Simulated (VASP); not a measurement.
# MoS2 (R-3m) in VASP: further runs, part 2 of 2

VASP 6.6.1. The steps go on from the part before.

**3. Single point, PBE, spin-orbit coupling, no magnetisation**

The input, INCAR:

```
SYSTEM = MoS2
PREC = Normal
ENCUT = 350
EDIFF = 1E-7
ISMEAR = 0
SIGMA = 0.02
LREAL = .FALSE.
LASPH = .TRUE.
NELM = 100
ALGO = Normal
ISIF = 2
LWAVE = .FALSE.
LCHARG = .FALSE.
LNONCOLLINEAR = .TRUE.
MAGMOM = 0 0 0 0 0 0 0 0 0
LORBIT = 11
LSORBIT = .TRUE.
GGA_COMPAT = .FALSE.
LMAXMIX = 4
GGA = PE
NBANDS = 42
```

The input, KPOINTS:

```
Automatic mesh
0
G
  6 6 6
  0 0 0
```

The input, POSCAR:

```
MoS2
1.0
    1.5855000000      0.9153888518      6.1149966667
   -1.5855000000      0.9153888518      6.1149966667
    0.0000000000     -1.8307777036      6.1149966667
Mo S
1 2
Direct
    0.0000000000      0.0000000000      0.0000000000
    0.2500000000      0.2500000000      0.2500000000
    0.7500000000      0.7500000000      0.7500000000
```

Potentials or basis: VASP PAW PBE potentials, release 64 (Mo_sv, S).

The run is started by

```bash
cat potpaw_PBE.64/Mo_sv/POTCAR potpaw_PBE.64/S/POTCAR > POTCAR
mpirun -np 1 vasp_ncl > vasp.out
```

It took 1.7 min on 1 thread of Intel Xeon 6975P-C (Granite Rapids), shared host; peak memory 0.3 GiB.

These settings aren't checked as converged: the numbers below hold their error.

Results:

```
Free energy                                           : -21.0651 eV
Pressure                                              : 7.4 GPa
Largest force                                         : 0.936 eV/Å
Valence electrons inside the program's atomic spheres : Mo 12.49; S 3.71
```

Caveat: the k mesh is coarse (spacing up to 0.39 Å⁻¹), so the values aren't converged; the cell's inner coordinates are idealised or old, which leaves forces on the atoms.

**4. Single point, PBE, spin-orbit coupling, no magnetisation**

Changes to INCAR since step 3:

```diff
@@ -1,3 +1,3 @@
 SYSTEM = MoS2
-PREC = Normal
+PREC = Accurate
 ENCUT = 350
@@ -7,3 +7,3 @@
 LREAL = .FALSE.
-LASPH = .TRUE.
+LASPH = .FALSE.
 NELM = 100
```

KPOINTS is that of step 3.

POSCAR is that of step 3.

Potentials or basis: VASP PAW PBE potentials, release 64 (Mo_sv, S).

The run is started by

```bash
cat potpaw_PBE.64/Mo_sv/POTCAR potpaw_PBE.64/S/POTCAR > POTCAR
mpirun -np 1 vasp_ncl > vasp.out
```

OUTCAR:

```text
SYSTEM = MoS2
   PREC = Accurate
   ENCUT = 350
   EDIFF = 1E-7
   ISMEAR = 0
   LREAL = .FALSE.
   LASPH = .FALSE.
   NELM = 100
   ISIF = 2
   LNONCOLLINEAR = .TRUE.
   LORBIT = 11
   LSORBIT = .TRUE.
   GGA = PE

 Found     32 irreducible k-points:

 Following reciprocal coordinates:
            Coordinates               Weight
  0.000000  0.000000  0.000000      1.000000
  0.166667  0.000000  0.000000      6.000000
  0.333333 -0.000000  0.000000      6.000000
  0.500000  0.000000  0.000000      3.000000
  0.166667  0.166667  0.000000      6.000000
  0.333333  0.166667  0.000000     12.000000
   k-points           NKPTS =     32   k-points in BZ     NKDIM =     32   number of bands    NBANDS=     42
   number of dos      NEDOS =    301   number of ions     NIONS =      3
   total plane-waves  NPLWV =  64000
   dimension x,y,z NGX =    40 NGY =   40 NGZ =   40
   dimension x,y,z NGXF=    80 NGYF=   80 NGZF=   80
   ions per type =               1   2
   NGX,Y,Z   is equivalent  to a cutoff of  10.42, 10.42, 10.42 a.u.
   NGXF,Y,Z  is equivalent  to a cutoff of  20.84, 20.84, 20.84 a.u.
 SYSTEM =  MoS2
   PREC   = accura    normal or accurate (medium, high low for compatibility)
   ISTART =      0    job   : 0-new  1-cont  2-samecut
   ICHARG =      2    charge: 1-file 2-atom 10-const
   ISPIN  =      1    spin polarized calculation?
   LNONCOLLINEAR =      T non collinear calculations
   LSORBIT =      T    spin-orbit coupling
[... 363 lines left out ...]
     0.0000000     0.0000000     0.0000000     0.0000000     0.0000000     0.0000000     0.0000000
     0.0000000     0.0000000     0.0000000     0.0000000     0.0000000     0.0000000     0.0000000
[... 29 lines left out ...]
 l=   2
     0.0000000     0.0000000     0.0000000     0.0000000     0.0000000
     0.0000000     0.0000000     0.0000000     0.0000000     0.0000000
     0.0000000     0.0000000     0.0000000     0.0000000     0.0000000
     0.0000000     0.0000000     0.0000000     0.0000000     0.0000000
     0.0000000     0.0000000     0.0000000     0.0000000     0.0000000
 l=   3
     0.0000000     0.0000000     0.0000000     0.0000000     0.0000000     0.0000000     0.0000000
     0.0000000     0.0000000     0.0000000     0.0000000     0.0000000     0.0000000     0.0000000
     0.0000000     0.0000000     0.0000000     0.0000000     0.0000000     0.0000000     0.0000000
     0.0000000     0.0000000     0.0000000     0.0000000     0.0000000     0.0000000     0.0000000
     0.0000000     0.0000000     0.0000000     0.0000000     0.0000000     0.0000000     0.0000000
     0.0000000     0.0000000     0.0000000     0.0000000     0.0000000     0.0000000     0.0000000
     0.0000000     0.0000000     0.0000000     0.0000000     0.0000000     0.0000000     0.0000000

 total charge

# of ion       s       p       d       tot
------------------------------------------
    1        2.305   6.237   3.950  12.492
    2        1.366   2.346   0.000   3.713
    3        1.366   2.346   0.000   3.713
--------------------------------------------------
tot          5.037  10.930   3.950  19.917

 magnetization (x)

# of ion       s       p       d       tot
------------------------------------------
    1       -0.000   0.000  -0.000   0.000
    2        0.000   0.000   0.000   0.000
    3        0.000   0.000   0.000   0.000
--------------------------------------------------
tot         -0.000   0.000  -0.000   0.000

 magnetization (y)

# of ion       s       p       d       tot
------------------------------------------
    1        0.000   0.000   0.000   0.000
    2        0.000   0.000   0.000   0.000
    3        0.000   0.000   0.000   0.000
--------------------------------------------------
tot          0.000   0.000   0.000   0.000

 magnetization (z)

# of ion       s       p       d       tot
------------------------------------------
    1        0.000   0.000   0.000   0.000
    2        0.000   0.000   0.000   0.000
    3        0.000   0.000   0.000   0.000
--------------------------------------------------
tot          0.000   0.000   0.000   0.000
```

Run time: 4.1 min. Hardware: 1 thread of Intel Xeon 6975P-C (Granite Rapids), shared host; peak memory 0.48 GiB.

The run converged, but some of its settings lie outside the range that counts as converged, so its numbers aren't taken as properties of the crystal.

What came out:

```
Free energy                                           : -21.0597 eV
Pressure                                              : 7.4 GPa
Largest force                                         : 0.935 eV/Å
Valence electrons inside the program's atomic spheres : Mo 12.49; S 3.71
```

Caveat: the k mesh is coarse (spacing up to 0.39 Å⁻¹), so the values aren't converged; the cell's inner coordinates are idealised or old, which leaves forces on the atoms.

**5. Single point, PBE, spin-orbit coupling, no magnetisation**

Changes to INCAR since step 4:

```diff
@@ -2,3 +2,3 @@
 PREC = Accurate
-ENCUT = 350
+ENCUT = 400
 EDIFF = 1E-7
@@ -7,3 +7,3 @@
 LREAL = .FALSE.
-LASPH = .FALSE.
+LASPH = .TRUE.
 NELM = 100
```

KPOINTS is that of step 4.

POSCAR is that of step 4.

The run is started by

```bash
cat potpaw_PBE.64/Mo_sv/POTCAR potpaw_PBE.64/S/POTCAR > POTCAR
mpirun -np 1 vasp_ncl > vasp.out
```

Wall time 5.3 min (1 thread of Intel Xeon 6975P-C (Granite Rapids), shared host); peak memory 0.54 GiB.

The run converged, but some of its settings lie outside the range that counts as converged, so its numbers aren't taken as properties of the crystal.

Results:

```
Free energy                                           : -21.0692 eV
Pressure                                              : 7.6 GPa
Largest force                                         : 0.933 eV/Å
Valence electrons inside the program's atomic spheres : Mo 12.49; S 3.71
```

Caveat: the k mesh is coarse (spacing up to 0.39 Å⁻¹), so the values aren't converged; the cell's inner coordinates are idealised or old, which leaves forces on the atoms.

**6. The reference run**

An earlier run on the cell as given: functional PBE; potentials or basis VASP PAW PBE potentials, release 64 (Mo_sv, S); cutoff 520 eV; k mesh 10 × 10 × 10; occupations fermi-dirac, width 0.05 eV; no spin polarisation.

- Pressure: 7.8 GPa
- Largest force: 0.994 eV/Å
- Band gap on the k mesh: none (metal or under the smearing width)
